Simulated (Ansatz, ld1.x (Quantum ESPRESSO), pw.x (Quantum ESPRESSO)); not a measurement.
# Fe (Z = 26): one change to the ultrasoft potential, in the atom and in the fcc crystal

ld1.x (Quantum ESPRESSO) 7.5 input, shortened:

```
&input
   title='Fe', zed=26., rel=1, dft='PBESOL', iswitch=3,
   config='[Ar] 3d6 4s2 4p0'
 /
 &inputp
   pseudotype=3, tm=.true., lloc=-2, rcloc=1.45,
   nlcc=.true., new_core_ps=.true., rcore=1.10,
   which_augfun='PSQ', rmatch_augfun=1.00
 /
6
4S  1  0   2.00   0.00  2.45  2.80  0.0
4S  1  0   0.00   1.20  2.45  2.80  0.0
3P  2  1   6.00   0.00  1.40  1.50  0.0
4P  3  1   0.00   0.00  1.40  1.50  0.0
3D  3  2   6.00   0.00  1.20  1.60  0.0
3D  3  2   0.00   4.55  1.20  1.60  0.0
 &test
   configts(1)='3p6 3d6 4s2 4p0'
 /
```

Change: wave 3d channel at 4.55 Ry: rcut 1.20, rcutus 1.60 bohr becomes 3d channel at 1.37 Ry: rcut 1.20, rcutus 1.60 bohr.

Cutoffs, loose and tight: the cutoffs (Ry, on a coarse ladder) from which the occupation-weighted sum of valence levels, in a spherical-Bessel basis at the reference potential, stays within 10 and 1 mRy of its value at 400 Ry. They do not see the model core or the augmentation charge, which bear on the density cutoff. Test errors are all-electron minus pseudo excitation energies from the reference, over the configurations 3p6 3d6 4s1 4p0; 3p6 3d6 4s0 4p0; 3p6 3d5 4s0 4p0; 3p6 3d6 4s0 4p2; 3p6 3d6.5 4s1.5 4p0; 3p6 3d5 4s2 4p1; 3p6 3d7 4s1 4p0; variants that change the core or the reference have their own tests.

Crystal test: fcc Fe in pw.x 7.5, no spin, 16³ k-points, Fermi–Dirac smearing 0.01 Ry, cutoffs set for each file from its atomic test. The reference is all-electron LAPW (Ansatz 0.2.0) with the same functional, mesh and smearing; V0 and B0 come from Birch–Murnaghan fits to the pressures at five volumes. Errors are pseudo minus all-electron; Δ is the rms difference of the E(V) curves that follow from these fits, minima aligned, over ±6 % about the mean V0. Mesh and smearing are coarse, so the numbers serve the comparison and aren't converged zero-temperature values; the lattice is a test structure that the element need not adopt. Spin polarisation and strong correlation are left out, which matters for this element.

All-electron: a0 = 3.409 Å (V0 = 9.90 Å³/atom), B0 = 313.5 GPa.

Q: Does the change bring the crystal closer to the all-electron result?

A: The mean pressure error goes from +1.83 to +11.06 GPa, so the change moves the solid further from the all-electron pressures. The B0 error goes the other way, from +0.9 to -0.6 %.

| quantity | base | changed |
| --- | --- | --- |
| outcome (atom) | generated | generated |
| cutoff, loose (atom) | 45 Ry | 45 Ry |
| cutoff, tight (atom) | 80 Ry | 80 Ry |
| bound ghosts (atom) | none | none |
| largest test error (meV) (atom) | test run stopped at test 2 of 7 (negative rho) | test run stopped at test 1 of 7 (negative rho) |
| cutoffs in pw.x (Ry) | 100/800 | 100/800 |
| a0 (Å) | 3.415 | 3.446 |
| a0 error (%) | +0.18 | +1.08 |
| B0 error (%) | +0.9 | -0.6 |
| Δ (meV/atom) | 3.8 | 22.4 |
| mean pressure error (GPa) | +1.83 | +11.06 |

Base: The largest radius (2.80 bohr) exceeds half the bond length (2.28 bohr), so the spheres overlap, which is one possible source of error among others. Atomic configuration tests: test run stopped at test 2 of 7 (negative rho). Changed file: The largest radius (2.80 bohr) exceeds half the bond length (2.28 bohr), so the spheres overlap, which is one possible source of error among others. This is a poor potential for the solid. Atomic configuration tests: test run stopped at test 1 of 7 (negative rho). The atomic cutoffs weigh occupied waves only.
